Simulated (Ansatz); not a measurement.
Space group Cmcm (No. 63). a = 3.656 Å, b = 14.588 Å, c = 3.642 Å, α = 90.00°, β = 90.00°, γ = 90.00°
| atom | site | symmetry | x | y | z |
| --- | --- | --- | --- | --- | --- |
| Hf | 4c | m2m | 0.0000 | 0.1057 | 0.7500 |
| Si | 4c | m2m | 0.0000 | 0.4469 | 0.7500 |
| Si | 4c | m2m | 0.5000 | 0.2497 | 0.7500 |

Equation of state of this HfSi$_{2}$ structure (not necessarily the ground state), with shape and atoms relaxed at each volume where symmetry leaves them free. It has no gap at any of these volumes. Computed with Ansatz, DFT r2SCAN, scalar-relativistic, plane waves, PAW.

Cutoff 500 eV; k points 10×10×10 on the computed 6-atom cell (Γ-centred); Gaussian smearing, width 0.10 eV; no spin polarisation.

```tsv
V (Å³/atom)	E − E(largest V) (meV/atom)	P (GPa)
15.217	4.42	9.20
15.703	-15.65	4.22
16.188	-21.79	-0.02
16.674	-16.12	-3.69
17.160	0.00	-6.88
```

Q: Fit a third-order Birch–Murnaghan equation to E(V).

A: V0 = 16.19 Å³/atom, B0 = 131 GPa, B0' = 3.8.

Spin-orbit coupling is left out, which matters for the bands of heavy elements.